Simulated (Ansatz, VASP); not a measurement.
# Si54HC53 (H_C): VASP beside Ansatz

Aim: how closely do two programs agree when they are given the same cell, functional and k mesh? Of the first pair: The structure shown is the start of the Ansatz relaxation below; VASP solves that cell, so the two are compared at the walk's first step.

Program: Ansatz 0.2.0. Level of theory: plane waves, with VASP 6.6.1 beside it; single point at r2SCAN. Results are calculated unless marked as measured.

## Step 1: The starting structure

The cell holds 108 atoms: 54 Si, 53 C and 1 H. Its edges and angles: a = 9.236 Å, b = 9.236 Å, c = 15.108 Å, α = 90.0°, β = 90.0°, γ = 120.0°. It derives from SiC (SiC (P6_3mc)). Nearest the centre at fractional (0.556, 0.444, 0.542): H108 at 0.05 Å, Si47 at 1.84 Å, Si27 at 1.87 Å, Si29 at 1.91 Å, Si53 at 1.93 Å, C98 at 3.04 Å, C75 at 3.05 Å, C88 at 3.05 Å. The cell carries charge +1.

## Step 2: Ansatz: relaxation, r2SCAN

Ansatz runs on its PAW soft_1 files.

The two programs are compared at the cell with which this relaxation starts, whose forces are those of its first step.

input.yaml reads:

```yaml
crystal:
  lattice:
    - [9.23599493, 0.0, 0.0]
    - [-4.61799746, 7.99860624, 0.0]
    - [0.0, 0.0, 15.1078644]
  atoms:
    - { symbol: Si, position: [0.11111111, 0.22222222, 0.8329854] }
    - { symbol: Si, position: [0.22222222, 0.11111111, 0.3329854] }
    - { symbol: Si, position: [0.22222222, 0.11111111, 0.66650102] }
[... 1 atom line left out ...]
    - { symbol: Si, position: [0.0, 0.0, 0.49972248] }
[... 2 atom lines left out ...]
    - { symbol: C, position: [0.0, 0.0, 0.37436694] }
    - { symbol: C, position: [0.11111111, 0.22222222, 0.70799668] }
[... 1 atom line left out ...]
    - { symbol: C, position: [0.22222222, 0.11111111, 0.54152848] }
[... 5 atom lines left out ...]
    - { symbol: Si, position: [0.0, 0.33333333, 0.49972248] }
[... 1 atom line left out ...]
    - { symbol: C, position: [0.0, 0.33333333, 0.87436694] }
    - { symbol: C, position: [0.0, 0.33333333, 0.37436694] }
    - { symbol: C, position: [0.11111111, 0.55555556, 0.70799668] }
[... 1 atom line left out ...]
    - { symbol: C, position: [0.22222222, 0.44444444, 0.54152848] }
[... 1 atom line left out ...]
    - { symbol: Si, position: [0.11111111, 0.88888889, 0.8329854] }
    - { symbol: Si, position: [0.22222222, 0.77777778, 0.3329854] }
    - { symbol: Si, position: [0.22222222, 0.77777778, 0.66650102] }
[... 1 atom line left out ...]
    - { symbol: Si, position: [0.0, 0.66666667, 0.49972248] }
[... 2 atom lines left out ...]
    - { symbol: C, position: [0.0, 0.66666667, 0.37436694] }
    - { symbol: C, position: [0.11111111, 0.88888889, 0.70799668] }
[... 1 atom line left out ...]
    - { symbol: C, position: [0.22222222, 0.77777778, 0.54152848] }
[... 5 atom lines left out ...]
    - { symbol: Si, position: [0.33333333, 0.0, 0.49972248] }
[... 1 atom line left out ...]
    - { symbol: C, position: [0.33333333, 0.0, 0.87436694] }
    - { symbol: C, position: [0.33333333, 0.0, 0.37436694] }
    - { symbol: C, position: [0.44444444, 0.22222222, 0.70799668] }
[... 1 atom line left out ...]
    - { symbol: C, position: [0.55555556, 0.11111111, 0.54152848] }
[... 2 atom lines left out ...]
    - { symbol: Si, position: [0.55555556, 0.44444444, 0.3329854] }
    - { symbol: Si, position: [0.55555556, 0.44444444, 0.66650102] }
[... 1 atom line left out ...]
    - { symbol: Si, position: [0.33333333, 0.33333333, 0.49972248] }
[... 3 atom lines left out ...]
    - { symbol: C, position: [0.44444444, 0.55555556, 0.70799668] }
[... 1 atom line left out ...]
    - { symbol: H, position: [0.55555556, 0.44444444, 0.54152848] }
[... 5 atom lines left out ...]
    - { symbol: Si, position: [0.33333333, 0.66666667, 0.49972248] }
[... 2 atom lines left out ...]
    - { symbol: C, position: [0.33333333, 0.66666667, 0.37436694] }
[... 5 atom lines left out ...]
    - { symbol: Si, position: [0.88888889, 0.11111111, 0.3329854] }
    - { symbol: Si, position: [0.88888889, 0.11111111, 0.66650102] }
[... 1 atom line left out ...]
    - { symbol: Si, position: [0.66666667, 0.0, 0.49972248] }
[... 2 atom lines left out ...]
    - { symbol: C, position: [0.66666667, 0.0, 0.37436694] }
    - { symbol: C, position: [0.77777778, 0.22222222, 0.70799668] }
[... 3 atom lines left out ...]
    - { symbol: Si, position: [0.77777778, 0.55555556, 0.8329854] }
[... 2 atom lines left out ...]
    - { symbol: Si, position: [0.77777778, 0.55555556, 0.16650102] }
[... 3 atom lines left out ...]
    - { symbol: C, position: [0.66666667, 0.33333333, 0.37436694] }
[... 4 atom lines left out ...]
    - { symbol: Si, position: [0.77777778, 0.88888889, 0.8329854] }
    - { symbol: Si, position: [0.88888889, 0.77777778, 0.3329854] }
[... 1 atom line left out ...]
    - { symbol: Si, position: [0.77777778, 0.88888889, 0.16650102] }
[... 2 atom lines left out ...]
    - { symbol: C, position: [0.66666667, 0.66666667, 0.87436694] }
    - { symbol: C, position: [0.66666667, 0.66666667, 0.37436694] }
[... 1 atom line left out ...]
    - { symbol: C, position: [0.88888889, 0.77777778, 0.20799668] }
[... 1 atom line left out ...]
    - { symbol: C, position: [0.77777778, 0.88888889, 0.04152848] }
  host:
    repeats: [3, 3, 1]
    atoms:
      - { symbol: Si, position: [0.33333333, 0.66666667, 0.8329854] }
      - { symbol: Si, position: [0.66666667, 0.33333333, 0.3329854] }
      # ... 10 more atoms of the perfect host
total_charge: 1
basis:
  ecutwfc: 500
  xc_grid: 2
hamiltonian:
  xc: r2scan
  pseudopotentials: { kind: paw, azcp: { folder: soft_1 } }
kpoints:
  mp_grid: { grid: [1, 1, 1], shift: [0.25, 0.25, 0.25] }
scf:
  occupations: { method: fixed }
  max_iter: 100
output:
  forces: true
  charged_corrections:
    epsilon: [7.09, 7.09, 7.35]
    static_epsilon: [10.43, 10.43, 10.95]
    defect_position: [0.555556, 0.444444, 0.541528]
relax:
  f_tol: 0.02
  max_steps: 80
  random_displacement: { amplitude: 0.05, seed: 4019 }
checkpoint:
  write: "../qp1.relax.run"
  compress: false
  write_wavefunctions: true
  write_every: 100000
```

The run is started by

```console
$ ansatz run input.yaml --threads 4 --pin off --max-ram 15073MiB --backend cpu --events-out ev --progress --plain --runs-dir out
```

Numbers of over 12 decimals in the logs are rounded to 6 here.

What it wrote:

```text
Engine: ansatz 0.2.0, aarch64-unknown-linux-gnu
Pseudopotentials: kind: paw
Pseudopotential: Si, paw, valence charge 4, recommended cutoff 500 eV (meta_gga), soft_1/Si.paw.azcp
Pseudopotential: C, paw, valence charge 4, recommended cutoff 500 eV (meta_gga), soft_1/C.paw.azcp
Pseudopotential: H, paw, valence charge 1, recommended cutoff 500 eV (meta_gga), soft_1/H.paw.azcp
Functional definition: r2SCAN
  parameter k0 = 0.174
  parameter k1 = 0.065
  parameter a1 = 4.9479
  exchange = r2scan_x(k0 = k0, k1 = k1, a1 = a1)
  correlation = r2scan_c
Crystal: 108 atoms, lattice volume = 1116.095 Å³
Basis set: ecut = 500 eV, 28399 PW (Γ), exchange–correlation on 144×144×240 points (8 copies of the dense FFT grid, shifted against one another)
Bands: 322, of which v1, the nominal top of the filled ones, is band 214 counted from 1 (213 counted from 0)
Symmetry: 1 space group operations
k-points: 1
Non-local potential: Si, projectors of the file, l = 0: 2, l = 1: 2, l = 2: 1
Non-local potential: C, projectors of the file, l = 0: 2, l = 1: 2, l = 2: 1
Non-local potential: H, projectors of the file, l = 0: 2, l = 1: 1
PAW form: soft (Blöchl's): semilocal exchange-correlation on the pseudo side does not see the compensation charge
PAW frozen core: Si, regenerated for the run's functional (the file was generated under x = pbe(κ = 0.804, μ = 0.219515), c = pbe(β = 0.066725))
PAW frozen core: C, regenerated for the run's functional (the file was generated under x = pbe(κ = 0.804, μ = 0.219515), c = pbe(β = 0.066725))
PAW one-centre angular grid: Si, 302 points (default); XC on 160 Gauss nodes
PAW one-centre angular grid: C, 302 points (default); XC on 219 of its mesh's 2255 points in the sphere
PAW one-centre angular grid: H, 302 points (default); XC on 160 Gauss nodes
Initial density: superposition of atomic densities (chi_scale 0.1, normalization cell, long waves kept (reshape's long-wave potential 0.13 eV rms))
Initial wavefunctions: pseudopotential atomic-orbital guess
Functional: x = r2scan, c = r2scan; τ floored in thin density (d = 2e-4 eV/Å³)
SCF iter   1: F=—  HF=-47960.646255 eV  |F-HF|=—  |Δ(HF+E_count)|=         —  Δρ=1.33e-1  dr2=2.45e2  dr2_τ=2.72e1  ethr=3.10e-3  ⟨swp⟩=5.0  Hψ=1104  notcnv=0  defer=106
preconditioner: auto → Resta (q_TF=auto, 2.325 Å⁻¹)  ε∞=3.9  [insulator: Δε(μ)=0.361 eV  Ē_g=13.597 eV  n_scr=244 (ndim 8)  ℏωp=23.0 eV  f_vac=0.000  ε∞_Penn≈3.9]
SCF iter   2: F=—  HF=-47899.432837 eV  |F-HF|=—  |Δ(HF+E_count)|=    6.12e1  Δρ=4.85e-2  dr2=2.44e1  dr2_τ=2.85e0  ethr=3.10e-3  ⟨swp⟩=4.0  Hψ=673  notcnv=0  defer=106
SCF iter   3: F=—  HF=-47901.106219 eV  |F-HF|=—  |Δ(HF+E_count)|=    1.67e0  Δρ=1.86e-2  dr2=2.55e0  dr2_τ=8.51e-2  ethr=3.10e-3  ⟨swp⟩=2.0  Hψ=494  notcnv=0  defer=106
SCF iter   4: F=—  HF=-47901.635232 eV  |F-HF|=—  |Δ(HF+E_count)|=   5.29e-1  Δρ=2.11e-3  dr2=6.37e-2  dr2_τ=3.86e-3  ethr=5.96e-4  ⟨swp⟩=2.0  Hψ=384  notcnv=0  defer=106
SCF iter   5: F=—  HF=-47901.638169 eV  |F-HF|=—  |Δ(HF+E_count)|=   2.94e-3  Δρ=9.59e-4  dr2=1.91e-2  dr2_τ=6.45e-4  ethr=1.49e-5  ⟨swp⟩=3.0  Hψ=427  notcnv=0  defer=106
SCF iter   6: F=—  HF=-47901.636984 eV  |F-HF|=—  |Δ(HF+E_count)|=   1.18e-3  Δρ=2.62e-4  dr2=8.90e-4  dr2_τ=4.97e-5  ethr=4.46e-6  ⟨swp⟩=3.0  Hψ=386  notcnv=0  defer=106
SCF iter   7: F=—  HF=-47901.636624 eV  |F-HF|=—  |Δ(HF+E_count)|=   3.60e-4  Δρ=8.73e-5  dr2=8.96e-5  dr2_τ=6.15e-6  ethr=2.08e-7  ⟨swp⟩=3.0  Hψ=536  notcnv=0  defer=106
SCF iter   8: F=-47901.636638 eV  HF=-47901.636641 eV  |F-HF|=2.21e-6  |Δ(HF+E_count)|=   1.65e-5  Δρ=2.49e-5  dr2=8.02e-6  dr2_τ=4.84e-7  ethr=2.34e-9  ⟨swp⟩=5.0  Hψ=984  notcnv=0
SCF 1 converged in 8 iterations: F = -47901.636638 eV  dr2 = 8.02e-6
  greatest PAW one-centre occupation: 0.671 electrons in one spin orbital (limit 2), on the C atom at site 10 (counted from 0), in its partial waves of l = 0
relax step   1: F+E_penalty+E_count = -47901.63663842 eV  Δ(F+E_penalty+E_count) = +0.000e0 eV  max|allowed force component| = 2.177e0 eV/Å  Δτ_max = 0.0000 Å  (8 SCF iters, dr2 threshold 1.00e-5 eV, accepted)
Initial density: handed on by an earlier stage of this run
Initial wavefunctions: those handed on with the density
iter 1 solved again at ethr=1.77e-4 eV; its pass at ethr=3.10e-3 eV (dr2=7.57e-1 eV) is discarded
SCF iter   1: F=—  HF=-47904.513287 eV  |F-HF|=—  |Δ(HF+E_count)|=         —  Δρ=7.52e-3  dr2=7.70e-1  dr2_τ=6.08e-1  ethr=1.77e-4  ⟨swp⟩=1.0  Hψ=1106  notcnv=0  defer=102
preconditioner: auto → Resta (q_TF=auto, 2.325 Å⁻¹)  ε∞=4.2  [insulator: Δε(μ)=0.453 eV  Ē_g=12.796 eV  n_scr=244 (ndim 8)  ℏωp=23.0 eV  f_vac=0.000  ε∞_Penn≈4.2]
SCF iter   2: F=—  HF=-47904.479617 eV  |F-HF|=—  |Δ(HF+E_count)|=   3.37e-2  Δρ=4.01e-3  dr2=1.86e-1  dr2_τ=1.63e-3  ethr=1.77e-4  ⟨swp⟩=3.0  Hψ=385  notcnv=0  defer=106
[...]
- { symbol: Si, position: [0.218304, 0.107490, 0.666674] }
    - { symbol: Si, position: [0.112841, 0.222977, 0.166113] }
    - { symbol: Si, position: [-0.00339374, -0.00260637, 0.498369] }
    - { symbol: Si, position: [0.00159843, -2.1344122267424647e-5, 0.999345] }
    - { symbol: C, position: [0.00119418, -0.000836341, 0.873974] }
    - { symbol: C, position: [0.00147486, 0.00182413, 0.373701] }
    - { symbol: C, position: [0.110711, 0.221357, 0.707756] }
    - { symbol: C, position: [0.224392, 0.112959, 0.208194] }
    - { symbol: C, position: [0.215424, 0.104277, 0.541879] }
    - { symbol: C, position: [0.112495, 0.222406, 0.041268] }
    - { symbol: Si, position: [0.111443, 0.555057, 0.832762] }
    - { symbol: Si, position: [0.224923, 0.446960, 0.333042] }
    - { symbol: Si, position: [0.218933, 0.443439, 0.666756] }
    - { symbol: Si, position: [0.113714, 0.556714, 0.165868] }
    - { symbol: Si, position: [-0.0023112, 0.333227, 0.498262] }
    - { symbol: Si, position: [0.00155318, 0.333327, 0.999340] }
    - { symbol: C, position: [0.00115878, 0.332854, 0.873967] }
    - { symbol: C, position: [0.00181322, 0.334867, 0.373694] }
    - { symbol: C, position: [0.110731, 0.556037, 0.707883] }
    - { symbol: C, position: [0.224525, 0.445160, 0.208274] }
    - { symbol: C, position: [0.218117, 0.445504, 0.541860] }
    - { symbol: C, position: [0.112806, 0.555912, 0.040948] }
    - { symbol: Si, position: [0.111311, 0.887654, 0.832776] }
    - { symbol: Si, position: [0.225454, 0.779862, 0.331993] }
    - { symbol: Si, position: [0.223979, 0.778300, 0.665840] }
    - { symbol: Si, position: [0.113570, 0.889946, 0.165819] }
    - { symbol: Si, position: [0.00781843, 0.671477, 0.498581] }
    - { symbol: Si, position: [0.00100996, 0.666381, 0.999398] }
    - { symbol: C, position: [-0.000224242, 0.665317, 0.873517] }
    - { symbol: C, position: [0.00347168, 0.669357, 0.373606] }
    - { symbol: C, position: [0.110382, 0.886285, 0.707899] }
    - { symbol: C, position: [0.224753, 0.779222, 0.207451] }
    - { symbol: C, position: [0.228803, 0.781207, 0.541058] }
    - { symbol: C, position: [0.112810, 0.889193, 0.040984] }
    - { symbol: Si, position: [0.444110, 0.220173, 0.834395] }
    - { symbol: Si, position: [0.557773, 0.112883, 0.332103] }
    - { symbol: Si, position: [0.557128, 0.112230, 0.665616] }
    - { symbol: Si, position: [0.446297, 0.222988, 0.165898] }
    - { symbol: Si, position: [0.335374, 0.00306528, 0.498778] }
    - { symbol: Si, position: [0.334860, -0.0004904, 0.999428] }
    - { symbol: C, position: [0.333873, -0.00206015, 0.873936] }
    - { symbol: C, position: [0.335746, 0.00219259, 0.374048] }
    - { symbol: C, position: [0.441634, 0.217686, 0.708377] }
    - { symbol: C, position: [0.557469, 0.112460, 0.207525] }
    - { symbol: C, position: [0.557732, 0.122014, 0.540775] }
    - { symbol: C, position: [0.445705, 0.222143, 0.040997] }
    - { symbol: Si, position: [0.444366, 0.555124, 0.834148] }
    - { symbol: Si, position: [0.558931, 0.446975, 0.332250] }
[...]
- { symbol: H, position: [0.449216, 0.383696, 0.573883] }
[...]
- { symbol: Si, position: [0.680609, 0.350779, 0.495790] }
    - { symbol: Si, position: [0.668092, 0.333128, 0.999398] }
[...]
- { symbol: C, position: [0.895676, 0.449733, 0.541096] }
    - { symbol: C, position: [0.778776, 0.555507, 0.040989] }
    - { symbol: Si, position: [0.779034, 0.888655, 0.832471] }
    - { symbol: Si, position: [0.892925, 0.780149, 0.331005] }
    - { symbol: Si, position: [0.889188, 0.777807, 0.665202] }
    - { symbol: Si, position: [0.779751, 0.889704, 0.165631] }
    - { symbol: Si, position: [0.679346, 0.663364, 0.495928] }
    - { symbol: Si, position: [0.668133, 0.666700, 0.999379] }
    - { symbol: C, position: [0.667318, 0.665934, 0.873700] }
    - { symbol: C, position: [0.670864, 0.669626, 0.372001] }
    - { symbol: C, position: [0.778665, 0.888160, 0.707325] }
    - { symbol: C, position: [0.891339, 0.779063, 0.206863] }
    - { symbol: C, position: [0.895114, 0.779722, 0.540789] }
    - { symbol: C, position: [0.779299, 0.889094, 0.040843] }
```

The column dr2 measures how far the density is from self-consistency, as an energy; F and HF (Harris–Foulkes) agree once it is small.

## Step 3: VASP: single point, r2SCAN, start cell, pair 1

The same cell, functional and mesh now go to VASP, with its own data sets.

Lines of VASP's logs that name or quote its potential files are left out, and so is its time.

INCAR reads:

```
SYSTEM = Si54HC53
PREC = Accurate
ENCUT = 580
EDIFF = 1E-06
NELM = 120
ISMEAR = 0
SIGMA = 0.01
LREAL = Auto
ALGO = Normal
METAGGA = R2SCAN
LASPH = .TRUE.
NELECT = 428
NBANDS = 296
LORBIT = 11
LWAVE = .FALSE.
LCHARG = .FALSE.
ISIF = 2
ISYM = 0
GGA_COMPAT = .FALSE.
EFERMI = MIDGAP
LMIXTAU = .TRUE.
NCORE = 2
```

POSCAR reads:

```
Si54HC53
1.0
    9.2359949282      0.0000000000      0.0000000000
   -4.6179974641      7.9986062370      0.0000000000
    0.0000000000      0.0000000000     15.1078644027
Si C H
54 53 1
Direct
    0.1082123309      0.2165229727      0.8343446608
    0.2234137652      0.1162810085      0.3313314752
    0.2224414209      0.1088434627      0.6635299161
[... 1 atom line left out ...]
    0.0012741647      0.9991743562      0.5028367212
[... 2 atom lines left out ...]
    0.2220524429      0.4410840958      0.3356189111
    0.2214588676      0.4386899287      0.6664664000
[... 1 atom line left out ...]
    0.9991669405      0.3299793641      0.5024672447
[... 5 atom lines left out ...]
    0.0016018347      0.6630641443      0.4979942101
[... 1 atom line left out ...]
    0.4396869190      0.2177273075      0.8346986486
    0.5512576641      0.1050615539      0.3326869944
    0.5542606647      0.1052210817      0.6669605135
[... 1 atom line left out ...]
    0.3292040961      0.9995431704      0.5020045056
[... 1 atom line left out ...]
    0.4505208090      0.5592558088      0.8323220718
    0.5581584960      0.4458664290      0.3299773460
    0.5544343963      0.4487939390      0.6652399527
[... 1 atom line left out ...]
    0.3290451906      0.3319938401      0.5020797644
[... 2 atom lines left out ...]
    0.5558966757      0.7830415468      0.3318784089
    0.5528439517      0.7749536377      0.6636573994
[... 1 atom line left out ...]
    0.3283289919      0.6669535719      0.4987095329
[... 5 atom lines left out ...]
    0.6723020856      0.0047610795      0.4989226670
[... 1 atom line left out ...]
    0.7781866300      0.5563785575      0.8297046933
    0.8891668090      0.4399298947      0.3346701337
    0.8890317884      0.4391386319      0.6668763851
[... 1 atom line left out ...]
    0.6632549128      0.3342199779      0.5019980851
[... 2 atom lines left out ...]
    0.8944070420      0.7813832579      0.3315189935
    0.8909110562      0.7807126410      0.6635986883
[... 1 atom line left out ...]
    0.6703694243      0.6716945229      0.4978951227
[... 3 atom lines left out ...]
    0.1149967102      0.2281935060      0.7071867814
[... 1 atom line left out ...]
    0.2225791779      0.1077675253      0.5440347346
[... 5 atom lines left out ...]
    0.2232302975      0.4502819483      0.5417209065
[... 2 atom lines left out ...]
    0.9995187559      0.6714846113      0.3732160847
[... 5 atom lines left out ...]
    0.3344605012      0.0049054796      0.3762513912
    0.4465359257      0.2214212011      0.7050893969
[... 1 atom line left out ...]
    0.5502743595      0.1092974168      0.5432254210
[... 2 atom lines left out ...]
    0.3390034108      0.3382506802      0.3749335346
    0.4384743591      0.5511436455      0.7084456621
[... 3 atom lines left out ...]
    0.3303659508      0.6699467184      0.3743056496
[... 2 atom lines left out ...]
    0.5599869741      0.7773949380      0.5398182551
[... 3 atom lines left out ...]
    0.7742153664      0.2248763030      0.7077869985
[... 4 atom lines left out ...]
    0.6644646520      0.3325853181      0.3712770945
    0.7773389357      0.5545686172      0.7047287900
[... 1 atom line left out ...]
    0.8926484066      0.4503357077      0.5425170482
[... 2 atom lines left out ...]
    0.6688128207      0.6725345442      0.3754011718
    0.7821852396      0.8935961827      0.7097758965
[... 1 atom line left out ...]
    0.8900402054      0.7815172812      0.5441438830
[... 1 atom line left out ...]
    0.5556879967      0.4490012252      0.5396813727
```

KPOINTS reads:

```
Points of the shifted mesh
1
Reciprocal
 0.2500000000  0.2500000000  0.2500000000 1
```

PAW data sets: Si, C and H (PBE family, release 64).

The run is started by

```console
$ mpirun -np 8 vasp_std
```

What it wrote:

```text
[banner, memory and clock lines left out]
running    8 mpi-ranks, on    1 nodes
[...]
|                                                                             |
|               ----> ADVICE to this user running VASP <----                  |
|                                                                             |
|     You enforced a specific xc type in the INCAR file but a different       |
|     [... a line on the potential file left out ...]
|     I HOPE YOU KNOW WHAT YOU ARE DOING!                                     |
|                                                                             |

 LDA part: xc-table for (None), standard interpolation
 POSCAR, INCAR and KPOINTS ok, starting setup
[...]
entering main loop
       N       E                     dE             d eps       ncg     rms          rms(c)
DAV:   1     0.117410776215E+04    0.11741E+04   -0.21512E+05   592   0.148E+03
DAV:   2    -0.103909017980E+04   -0.22132E+04   -0.20900E+04   720   0.253E+02
DAV:   3    -0.119715863929E+04   -0.15807E+03   -0.15630E+03   736   0.621E+01
DAV:   4    -0.120063534419E+04   -0.34767E+01   -0.34633E+01   728   0.101E+01
DAV:   5    -0.120072168955E+04   -0.86345E-01   -0.86211E-01   720   0.152E+00BRMIX: very serious problems
 the old and the new charge density differ
 old charge density:   429.00000 new  428.00000
    0.670E+01
DAV:   6    -0.109894834471E+04    0.10177E+03   -0.28742E+02   680   0.232E+01    0.374E+01
DAV:   7    -0.104208455374E+04    0.56864E+02   -0.21270E+01   720   0.818E+00    0.151E+01
DAV:   8    -0.109350556034E+04   -0.51421E+02   -0.13995E+01   632   0.757E+00    0.105E+01
DAV:   9    -0.106497829360E+04    0.28527E+02   -0.41385E+00   640   0.433E+00    0.476E+00
[...]
DAV:  25    -0.104139106344E+04   -0.29239E-05   -0.17156E-06   424   0.336E-03    0.951E-03
DAV:  26    -0.104139106507E+04   -0.16333E-05   -0.27279E-06   392   0.344E-03    0.341E-03
DAV:  27    -0.104139106552E+04   -0.45077E-06   -0.68845E-07   344   0.235E-03
   1 F= -.10413911E+04 E0= -.10413911E+04  d E =-.336367E-97
```

OUTCAR, selected parts (step 3):

```text
  FREE ENERGIE OF THE ION-ELECTRON SYSTEM (eV)
  ---------------------------------------------------
  free  energy   TOTEN  =     -1041.3910655205 eV

  energy  without entropy=    -1041.3910655205  energy(sigma->0) =    -1041.39106552
```

The run ends at a pressure of -1.31 GPa, with forces up to 2.7 eV/Å.

(Continued in part 2 of 2.)

[Lines on the potential files, build, host, timing and source positions are cut from VASP's logs without a mark.]

[Logs are printed without paths, hosts, clocks, repeated set-up lines and the standing remarks that a program may print on its own settings, such as how far it seeks lower states.]

[Hosts, paths, dates, database ids (printed as entryN), source tags and the programs' standing remarks are cut or masked in the printed files.]
